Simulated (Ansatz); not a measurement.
## Mg in Ansatz: the effect of target pressure

Crystal: Mg.

```xyz
2
Lattice="3.2093 0.0000 0.0000 -1.6046 2.7793 0.0000 0.0000 0.0000 5.2103" Properties=species:S:1:pos:R:3 pbc="T T T"
Mg    1.6047    0.9264    3.9077
Mg    0.0000    1.8529    1.3026
```

Alike in all runs:

* Program: Ansatz 0.2.0
* Task: relaxation of cell and atoms
* Functional: r2SCAN
* Potentials or basis: Ansatz PAW
* Cutoff: 500 eV (not typed: the program's choice for these potentials)
* k mesh: 10 × 10 × 5
* Occupations: fermi-dirac, width 0.05 eV
* Spin: no spin polarisation

Each run relaxes the cell or the atoms first.

```csv
target pressure,relaxed volume (Å³/atom)
0 GPa,22.63
2 GPa,?
5 GPa,20.38
10 GPa,18.89
20 GPa,16.90
30 GPa,15.56
```

Q: What does the run with target pressure 2 GPa give?

A: Relaxed volume 21.61 Å³/atom.

Worked out: In Murnaghan's law V^(-B') rises as a straight line in P. The other rows fit best with B' = 3.3, V0 = 22.62 Å³/atom and B0 = 41 GPa, which gives 21.61 Å³/atom at 2 GPa, against the run's 21.61.

Caveats: the plane-wave basis is chosen anew once the cell has moved, so the energies of steps on either side of that aren't comparable; the PAW data sets come from PBE, with cores solved anew for the run's functional, which leaves a small shift of forces and pressure; the volume moved by over 15 % at a fixed basis, so the end points are rough (some runs).

Runs at the PBE level aren't shown here.
